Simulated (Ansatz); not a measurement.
CHF3 (trifluoromethane): the energy to break a bond

CHF3 has 5 atoms, charge 0, and is taken as a singlet. SMILES: `FC(F)F`. Geometry: optimised at r2SCAN/def2-SVP.

```xyz
5

F    -0.6711   -0.3321    1.0821
C     0.0190    0.0550    0.0067
F     1.0498   -0.7775   -0.1581
F    -0.7753   -0.0367   -1.0626
H     0.3775    1.0914    0.1320
```

Wanted: the dissociation energy of the H5–C2 bond into doublet H and doublet CF3 (shapes relaxed at r2SCAN/def2-SVP, no zero-point term). 1 Eh = 2625.50 kJ/mol = 27.2114 eV. Totals in Eh; open shells run unrestricted unless said.

| level | program | CHF3 | doublet H | doublet CF3 |
| --- | --- | --- | --- | --- |
| PBE/def2-TZVPP | Ansatz | -338.066461 | -0.499616 | -337.396607 |
| r2SCAN/def2-TZVPP | Ansatz | -338.250965 | -0.499927 | -337.580717 |
| PBE0-D4/def2-TZVPP | Ansatz | -338.067427 | -0.501036 | -337.393903 |

**Question.** Work out the dissociation energy at each level.

**Answer.** 
1. PBE/def2-TZVPP: (-0.499616) + (-337.396607) − (-338.066461) = 0.170238 Eh = 447.0 kJ/mol = 4.63 eV.
2. r2SCAN/def2-TZVPP: (-0.499927) + (-337.580717) − (-338.250965) = 0.170321 Eh = 447.2 kJ/mol = 4.63 eV.
3. PBE0-D4/def2-TZVPP: (-0.501036) + (-337.393903) − (-338.067427) = 0.172488 Eh = 452.9 kJ/mol = 4.69 eV.

The levels span 447 to 453 kJ/mol; no measured value is set beside them. A bond enthalpy at 298 K also holds the loss of zero-point energy and thermal terms.
